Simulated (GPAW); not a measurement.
The system is HfC.

```
CELL_PARAMETERS angstrom
0.00000 2.32500 2.32500
2.32500 0.00000 2.32500
2.32500 2.32500 0.00000
ATOMIC_POSITIONS crystal
Hf 0.50000 0.50000 0.50000
C 0.00000 0.00000 0.00000
```

Base run:

```yaml
Program: GPAW 26.7.0
Functional: LDA
Potentials_or_basis: the program's PAW data sets (release 1.2.1) made for this functional
Cutoff: 800 eV
Basis: pw
k_mesh: 10 × 10 × 10
Occupations: fermi-dirac, width 0.05 eV
Spin: no spin polarisation
```

Its results: pressure -11.3 GPa.

Problem. The run is repeated on the same cell with these changes: functional from LDA to RPBE. What comes out?

Solution. Pressure 5.7 GPa.

RPBE binds less tightly than LDA, so the same cell stands under more pressure.
